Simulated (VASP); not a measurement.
## VASP inputs for C (diamond)

INCAR, step 1 (ground state)

```
ISMEAR = 0
LREAL = .FALSE.
GGA = PE
EDIFF = 1E-7
NELM = 120
LCHARG = .FALSE.
LASPH = .TRUE.
LWAVE = .TRUE.
SIGMA = 0.01
PREC = Accurate
ENCUT = 500
```

INCAR, step 2 (empty bands)

```
NELM = 1
SIGMA = 0.01
LOPTICS = .TRUE.
LREAL = .FALSE.
ISMEAR = 0
ENCUT = 500
LCHARG = .FALSE.
ALGO = Exact
GGA = PE
PREC = Accurate
NBANDS = 37
LWAVE = .TRUE.
ISTART = 1
LASPH = .TRUE.
EDIFF = 1E-7
```

INCAR, step 3 (GW)

```
NOMEGA = 64
NBANDSGW = 12
NELMGW = 3
ISTART = 1
EDIFF = 1E-7
LWAVE = .FALSE.
LASPH = .TRUE.
ALGO = EVGW0
GGA = PE
NELM = 120
LCHARG = .FALSE.
ENCUTGWSOFT = 120
PRECFOCK = Fast
LREAL = .FALSE.
ENCUT = 500
SIGMA = 0.01
ISMEAR = 0
ENCUTGW = 120
PREC = Accurate
NBANDS = 37
```

KPOINTS

```
KPOINTS created by Atomic Simulation Environment
0
Gamma
6 6 6
0 0 0
```

POSCAR

```
C
 1.0000000000000000
     0.0000000000000000    1.7801241435693234    1.7801241435693234
     1.7801241435693234   -0.0000000000000000    1.7801241435693234
     1.7801241435693234    1.7801241435693234   -0.0000000000000000
 C
   2
Cartesian
  0.0000000000000000  0.0000000000000000 -0.0000000000000000
  0.8900620717846617  0.8900620717846617  0.8900620717846617
```

VASP ran with the GW set of PAW datasets (8 valence electrons in the cell).

Problem. What does this run give?

Solution. PBE gap on the mesh 4.17 eV; G₀W₀ gap on the mesh 5.40 eV.

Problem. How does updating the eigenvalues in G change the gap?

Solution. Gap on the mesh by iteration: 5.40, 5.55, 5.57 eV.
